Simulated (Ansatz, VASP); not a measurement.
## One calculation of BaS, two programs

INCAR

```
SYSTEM = BaS
PREC = Accurate
ENCUT = 520
EDIFF = 1E-7
ISMEAR = -1
SIGMA = 0.02
LREAL = .FALSE.
LASPH = .TRUE.
NELM = 80
ALGO = Normal
ISIF = 2
LWAVE = .FALSE.
LCHARG = .TRUE.
GGA = PE
LELF = .TRUE.
LVHAR = .TRUE.
NBANDS = 15
```

File KPOINTS:

```
regular mesh
0
G
  8 8 8
  0 0 0
```

File POSCAR:

```
BaS
1.0
   -0.0479357085      3.2030440750      3.2030440750
    3.2030440750     -0.0479357085      3.2030440750
    3.2030440750      3.2030440750     -0.0479357085
Ba S
1 1
Direct
    0.0000000000      0.0000000000      0.0000000000
    0.5000000000      0.5000000000      0.5000000000
```

Input for Ansatz:

```yaml
crystal:
  lattice:
    - [-0.0479357085, 3.203044075, 3.203044075]
    - [3.203044075, -0.0479357085, 3.203044075]
    - [3.203044075, 3.203044075, -0.0479357085]
  atoms:
    - { symbol: Ba, position: [0.0, 0.0, 0.0] }
    - { symbol: S, position: [0.5, 0.5, 0.5] }
kpoints:
  mp_grid: { grid: [8, 8, 8] }
  band_path:
    path:
      - [0.0, 0.0, 0.0]
      - [0.5, 0.0, 0.5]
      - [0.625, 0.25, 0.625]
      - [0.375, 0.375, 0.75]
      - [0.5, 0.5, 0.5]
      - [0.5, 0.25, 0.75]
    npoints: 1
hamiltonian:
  xc: pbe
scf:
  occupations: { method: fermi_dirac, width: 0.02 }
  n_extra_bands: 4
output:
  forces: true
  stress: true
  eigenvalues: true
```

Change from the starting cell: epitaxial_111 strain +1.2%.

Alike in both runs: task single point; functional PBE; k mesh 8 × 8 × 8; occupations fermi-dirac, width 0.02 eV; no spin polarisation.

|  | VASP | Ansatz |
| --- | --- | --- |
| version | VASP 6.6.1 | Ansatz 0.2.0 |
| potentials or method | VASP PAW PBE potentials, release 64 (Ba_sv, S) | plane waves, PAW |
| plane-wave cutoff (eV) | 520 | 420 |
| valence electrons in the cell | 16 | 16 |

Ansatz gave:

```
gap on the k mesh at the Fermi level (eV)       : 2.21
pressure (GPa)                                  : -0.5
largest component of the traceless stress (GPa) : 0.27
```

Task: What did VASP give for the same quantities?

Result: gap on the k mesh at the Fermi level (eV): 2.12; pressure (GPa): 0.0; largest component of the traceless stress (GPa): 0.27.

Caveats: spin-orbit coupling is left out, which moves the levels of the heavy elements. A k mesh can miss the band edges.
